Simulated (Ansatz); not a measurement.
# Binding curve of graphene on Pt(111) (46 atoms)

The cell holds 46 atoms: 28 Pt and 18 C. Its edges and angles: a = 7.401 Å, b = 7.401 Å, c = 25.126 Å, α = 90.0°, β = 90.0°, γ = 60.0°. It derives from Pt and C. The starting structure: 1 layer(s) of graphene at its own lattice constant on a slab of Pt(111) strained in the plane by up to 0.4 % to a common cell of 47 Å^2; gaps of 3.25 Å as starting values, 15 Å of vacuum, lowest layers held; not relaxed, displaced by a Gaussian of 0.01 Å. Lattice constants are starting values near those of PBE. Regions: Pt(111), 28 atoms (28 Pt); graphene, 18 atoms (18 C). Vacuum lies along c.

Calculated with Ansatz 0.2.0: Kohn-Sham DFT, PBE+D3(BJ), PAW (set soft_2), plane waves; cutoff 420 eV, k-mesh 3×3×1, fermi-dirac smearing of 0.1 eV. The upper part (graphene) is moved rigidly along the normal by z from its relaxed place. Energies are the whole cell less its two frozen parts, over the face of 47.44 Å².

```
shift z (Å)  interaction energy (meV/Å²)
       -0.4                       -29.46
       -0.2                       -35.20
       +0.0                       -36.79
       +0.3                       -34.67
       +0.6                       -30.18
       +1.0                       -23.75
       +1.6                            ?
       +2.4                       -10.08
       +3.5                       -6.184
```

**Question.** Fit the universal binding curve to the rows given and interpolate to the withheld row.

**Working.**

The universal binding curve is E(z) = −D (1 + z/l) exp(−z/l), whose curvature at z = 0 is D/l². The depth is D = 36.79 meV/Å². A parabola through the rows at −0.2, 0 and +0.3 Å has the curvature 2 {[E(0.3) − E(0)]/0.3 + [E(−0.2) − E(0)]/0.2} / 0.5 = 60.15 meV/Å⁴, so l = √(D / curvature) = 0.782 Å. At z = 1.6 Å, z/l = 2.046.

Prediction at +1.6: -14.49 meV/Å². The run gave -16.13 meV/Å², so the fit is high by 1.6 meV/Å² (10 % of the value).

The curve's steepest slope, D/(e l) at z = l, is 2.77 GPa, an estimate of the stress that rigid separation needs. Among the rows given, the largest miss of the fit is at +3.5, by 3.9 meV/Å² (13 % of the range of the table).

Limits: The parts are rigid, and they also feel their periodic images through the vacuum. The curve was made for chemical and metallic bonds; the dispersion term here falls off as a power of distance, which it can't follow. The mesh is coarse for these cells.

[Long decimals in the printed logs are rounded to 6 places.]

[Logs are printed without paths, hosts, clocks, repeated set-up lines and the standing remarks that a program may print on its own settings, such as how far it seeks lower states.]

[Hosts, paths, dates, database ids (printed as entryN), source tags and the programs' standing remarks are cut or masked in the printed files.]
